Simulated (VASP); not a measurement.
VASP 6.6.1, r²SCAN single-point calculation, TePb (strained measured structure)

INCAR

```
ISMEAR = 0
ALGO = Normal
METAGGA = R2SCAN
LCHARG = .FALSE.
LREAL = .FALSE.
IBRION = -1
NSW = 0
NELM = 120
PREC = Accurate
LWAVE = .FALSE.
EDIFF = 1E-7
NBANDS = 17
LASPH = .TRUE.
ENCUT = 520
SIGMA = 0.01
ISIF = 2
```

KPOINTS

```
KPOINTS created by Atomic Simulation Environment
0
Gamma
8 8 8
0 0 0
```

KPOINTS_OPT

```
special points
7
Reciprocal
0.0000000000 0.0000000000 0.0000000000 1
0.5000000000 0.0000000000 0.5000000000 1
0.6250000000 0.2500000000 0.6250000000 1
0.3750000000 0.3750000000 0.7500000000 1
0.5000000000 0.5000000000 0.5000000000 1
0.5000000000 0.2500000000 0.7500000000 1
0.0000000000 0.0000000000 0.5000000000 1
```

POSCAR

```
Te Pb
 1.0000000000000000
     0.0000000000000000    3.4459536783000000    3.4459536783000000
     3.4459536783000000    0.0000000000000000    3.4459536783000000
     3.4459536783000000    3.4459536783000000    0.0000000000000000
 Te  Pb
   1   1
Cartesian
  3.4459536783000000  3.4459536783000000  3.4459536783000000
  0.0000000000000000  0.0000000000000000  0.0000000000000000
```

VASP ran with the recommended PBE PAW datasets (20 valence electrons in the cell).

Command

```
mpirun -np 1 vasp_std
```

OSZICAR

```
N       E                     dE             d eps       ncg     rms          rms(c)
DAV:   1     0.753060436373E+02    0.75306E+02   -0.89790E+03   986   0.110E+03
DAV:   2    -0.754939126427E+02   -0.15080E+03   -0.14564E+03  1040   0.293E+02
DAV:   3    -0.866805911923E+02   -0.11187E+02   -0.11131E+02  1230   0.869E+01
DAV:   4    -0.869886517060E+02   -0.30806E+00   -0.30788E+00  1284   0.170E+01
DAV:   5    -0.870017693611E+02   -0.13118E-01   -0.13117E-01  1422   0.309E+00    0.247E+00
DAV:   6    -0.825079499319E+02    0.44938E+01   -0.17220E+00  1154   0.205E+01    0.220E+00
DAV:   7    -0.824832994326E+02    0.24650E-01   -0.16283E-01  1131   0.315E+00    0.114E+00
DAV:   8    -0.824975590047E+02   -0.14260E-01   -0.22923E-02  1217   0.152E+00    0.681E-01
DAV:   9    -0.825030161171E+02   -0.54571E-02   -0.13972E-02  1062   0.130E+00    0.333E-01
DAV:  10    -0.825026732846E+02    0.34283E-03   -0.10096E-03  1215   0.433E-01    0.103E-01
DAV:  11    -0.825026924719E+02   -0.19187E-04   -0.39101E-05  1322   0.694E-02    0.784E-02
DAV:  12    -0.825027205667E+02   -0.28095E-04   -0.94032E-05  1143   0.944E-02    0.621E-03
DAV:  13    -0.825027206162E+02   -0.49542E-07   -0.37912E-06  1359   0.186E-02    0.605E-03
DAV:  14    -0.825027206994E+02   -0.83196E-07   -0.14266E-06  1154   0.121E-02    0.158E-03
DAV:  15    -0.825027205024E+02    0.19703E-06   -0.39183E-07  1020   0.617E-03    0.328E-04
DAV:  16    -0.825027205055E+02   -0.30732E-08   -0.14182E-08   554   0.128E-03
   1 F= -.82502721E+02 E0= -.82502721E+02  d E =-.549014E-14
       N       E                     dE             ncg
DAV:   1     0.130396794471E+04   -0.34980E+04      238
DAV:   2     0.256153623752E+03   -0.10478E+04      238
DAV:   3     0.179612888360E+03   -0.76541E+02      321
DAV:   4     0.177540017866E+03   -0.20729E+01      300
DAV:   5     0.177439704263E+03   -0.10031E+00      335
DAV:   6     0.177436940991E+03   -0.27633E-02      330
DAV:   7     0.177436909398E+03   -0.31593E-04      350
DAV:   8     0.177436908915E+03   -0.48293E-06      320
DAV:   9     0.177436908910E+03   -0.48649E-08      191
```

From OUTCAR

```
k-points           NKPTS =     29   k-points in BZ     NKDIM =     29   number of bands    NBANDS=     17

   NELECT =      20.0000    total number of electrons

   dimension x,y,z NGX =    36 NGY =   36 NGZ =   36
   dimension x,y,z NGXF=    72 NGYF=   72 NGZF=   72

  energy-cutoff  :      520.00
  volume of cell :       81.84
      direct lattice vectors                 reciprocal lattice vectors
     0.000000000  3.445953678  3.445953678    -0.145097714  0.145097714  0.145097714
     3.445953678  0.000000000  3.445953678     0.145097714 -0.145097714  0.145097714
     3.445953678  3.445953678  0.000000000     0.145097714  0.145097714 -0.145097714

 k-points in reciprocal lattice and weights: KPOINTS created by Atomic Simulation Env
   0.00000000  0.00000000  0.00000000       0.002
   0.12500000  0.00000000  0.00000000       0.016
   0.25000000  0.00000000  0.00000000       0.016
   0.37500000  0.00000000  0.00000000       0.016
   0.50000000  0.00000000  0.00000000       0.008
   0.12500000  0.12500000  0.00000000       0.012
   0.25000000  0.12500000  0.00000000       0.047
   0.37500000  0.12500000  0.00000000       0.047
   ...

 E-fermi :   3.2648

 k-point     1 :       0.0000    0.0000    0.0000
  band No.  band energies     occupation
      1     -13.9614      2.00000
      2     -13.9614      2.00000
      3     -13.9614      2.00000
      4     -13.9600      2.00000
      5     -13.9600      2.00000
      6      -7.8170      2.00000
      7      -2.9020      2.00000
      8       2.4437      2.00000
      9       2.4437      2.00000
     10       2.4437      2.00000
     11       7.2982      0.00000
     12       7.2982      0.00000
     13       7.2982      0.00000
     14       9.8075      0.00000
     15       9.8075      0.00000
     16       9.8075      0.00000
     17      10.5737      0.00000

 k-point     2 :       0.1250    0.0000    0.0000
  band No.  band energies     occupation
      1     -13.9613      2.00000
      2     -13.9613      2.00000
      3     -13.9611      2.00000
      4     -13.9598      2.00000
      5     -13.9598      2.00000
      6      -7.7118      2.00000
      7      -3.1558      2.00000
      8       2.4780      2.00000
      9       2.4780      2.00000
     10       2.5594      2.00000
     11       6.6705      0.00000
     12       6.8493      0.00000
     13       6.8493      0.00000
     14       9.6556      0.00000
     15      10.0644      0.00000
     16      10.0644      0.00000
     17      11.4302      0.00000

 k-point     3 :       0.2500    0.0000    0.0000
  band No.  band energies     occupation
      1     -13.9634      2.00000
      2     -13.9634      2.00000
      3     -13.9605      2.00000
      4     -13.9571      2.00000
      5     -13.9571      2.00000
      6      -7.4147      2.00000
      7      -3.7780      2.00000
      8       2.5803      2.00000
      9       2.5803      2.00000
     10       2.8136      2.00000
     11       5.6599      0.00000
     12       6.0173      0.00000
     13       6.0173      0.00000
     14       9.8667      0.00000
     15      10.7872      0.00000
     16      10.7872      0.00000
     17      13.0584      0.00000

 k-point     4 :       0.3750    0.0000    0.0000
  band No.  band energies     occupation
      1     -13.9657      2.00000
      2     -13.9657      2.00000
      3     -13.9600      2.00000
      4     -13.9543      2.00000
      5     -13.9543      2.00000
      6      -7.0083      2.00000
      7      -4.4737      2.00000
      8       2.7241      2.00000
      9       2.7241      2.00000
     10       3.0771      2.00000
     11       4.8655      0.00000
     12       5.3260      0.00000
     13       5.3260      0.00000
     14      10.7338      0.00000
     15      11.9040      0.00000
     16      11.9040      0.00000
     17      13.6052      0.00000

 k-point     5 :       0.5000    0.0000    0.0000
  band No.  band energies     occupation
      1     -13.9666      2.00000
      2     -13.9666      2.00000
      3     -13.9597      2.00000
      4     -13.9531      2.00000
      5     -13.9531      2.00000
      6      -6.7685      2.00000
      7      -4.8252      2.00000
      8       2.8036      2.00000
      9       2.8036      2.00000
     10       3.2170      2.00000
     11       4.5356      0.00000
     12       5.0505      0.00000
     13       5.0505      0.00000
     14      11.8813      0.00000
     15      12.4463      0.00000
     16      12.9488      0.00000
     17      12.9488      0.00000

 k-point     6 :       0.1250    0.1250    0.0000
  band No.  band energies     occupation
      1     -13.9624      2.00000
      2     -13.9620      2.00000
      3     -13.9598      2.00000
      4     -13.9598      2.00000
      5     -13.9592      2.00000
      6      -7.6779      2.00000
      7      -3.2037      2.00000
      8       2.2484      2.00000
      9       2.2484      2.00000
     10       2.9815      2.00000
     11       5.7974      0.00000
     12       7.3533      0.00000
     13       7.3533      0.00000
     14       9.1155      0.00000
     15      10.4732      0.00000
     16      10.4732      0.00000
     17      11.0337      0.00000

 k-point     7 :       0.2500    0.1250    0.0000
  band No.  band energies     occupation
      1     -13.9653      2.00000
      2     -13.9618      2.00000
      3     -13.9606      2.00000
      4     -13.9580      2.00000
      5     -13.9566      2.00000
      6      -7.4482      2.00000
      7      -3.6300      2.00000
      8       2.1425      2.00000
      9       2.1745      2.00000
     10       3.0795      2.00000
     11       5.2346      0.00000
     12       6.9133      0.00000
     13       7.0150      0.00000
     14       9.0105      0.00000
     15      11.0572      0.00000
     16      11.2550      0.00000
     17      12.0254      0.00000

 k-point     8 :       0.3750    0.1250    0.0000
  band No.  band energies     occupation
      1     -13.9678      2.00000
      2     -13.9628      2.00000
      3     -13.9605      2.00000
      4     -13.9560      2.00000
      5     -13.9538      2.00000
      6      -7.0790      2.00000
      7      -4.2468      2.00000
      8       2.2066      2.00000
      9       2.2576      2.00000
     10       2.6797      2.00000
     11       5.3413      0.00000
     12       6.1477      0.00000
     13       6.2882      0.00000
     14       9.5727      0.00000
     15      11.9601      0.00000
     16      12.3561      0.00000
     17      13.3037      0.00000

 k-point     9 :       0.5000    0.1250    0.0000
  band No.  band energies     occupation
      1     -13.9686      2.00000
      2     -13.9648      2.00000
      3     -13.9593      2.00000
      4     -13.9545      2.00000
      5     -13.9528      2.00000
      6      -6.7570      2.00000
      7      -4.7209      2.00000
      8       2.0634      2.00000
      9       2.4379      2.00000
     10       2.6527      2.00000
     11       5.2811      0.00000
     12       5.6153      0.00000
     13       5.9868      0.00000
     14      10.7087      0.00000
     15      12.3498      0.00000
     16      13.0517      0.00000
     17      13.1986      0.00000

 k-point    10 :      -0.3750    0.1250    0.0000
  band No.  band energies     occupation
      1     -13.9672      2.00000
      2     -13.9655      2.00000
      3     -13.9591      2.00000
      4     -13.9543      2.00000
      5     -13.9541      2.00000
      6      -6.8345      2.00000
      7      -4.6241      2.00000
      8       1.7890      2.00000
      9       2.7424      2.00000
     10       2.9971      2.00000
     11       4.9078      0.00000
     12       5.2137      0.00000
     13       6.5278      0.00000
     14      10.8180      0.00000
     15      11.8132      0.00000
     16      12.3641      0.00000
     17      13.6323      0.00000

 k-point    11 :      -0.2500    0.1250    0.0000
  band No.  band energies     occupation
      1     -13.9644      2.00000
      2     -13.9644      2.00000
      3     -13.9600      2.00000
      4     -13.9571      2.00000
      5     -13.9551      2.00000
      6      -7.2080      2.00000
      7      -4.0736      2.00000
      8       1.7749      2.00000
      9       2.8847      2.00000
     10       3.1681      2.00000
     11       4.9910      0.00000
     12       5.3143      0.00000
     13       7.1207      0.00000
     14       9.9030      0.00000
     15      10.7543      0.00000
     16      12.2887      0.00000
     17      12.5411      0.00000

 ...

  Total       -2.4139587     -2.4139587     -2.4139587      0.0000000      0.0000000      0.0000000
  in kB      -47.2587377    -47.2587377    -47.2587377      0.0000000      0.0000000      0.0000000
  external PRESSURE =     -47.2587377 kB  Pullay stress =       0.0000000 kB

 POSITION                                       TOTAL-FORCE (eV/Angst)
 -----------------------------------------------------------------------------------
      3.44595      3.44595      3.44595        -0.000000      0.000000     -0.000000
      0.00000      0.00000      0.00000         0.000000     -0.000000      0.000000
 -----------------------------------------------------------------------------------
    total drift:                                0.000000      0.000000      0.000000

  FREE ENERGIE OF THE ION-ELECTRON SYSTEM (eV)
  ---------------------------------------------------
  free  energy   TOTEN  =       -82.5027205055 eV

  energy  without entropy=      -82.5027205055  energy(sigma->0) =      -82.50272051
```

| Quantity | Value |
| --- | --- |
| gap between bands v and c | 1.32 eV |
| least direct gap | 1.32 eV |
| pressure | -4.7 GPa |

Band v is the last that the valence electrons fill when counted band by band, and c is the next.

The run took about 2.4 min on one core of a shared host (Intel Xeon Platinum 8488C) and held 0.24 GiB at most.
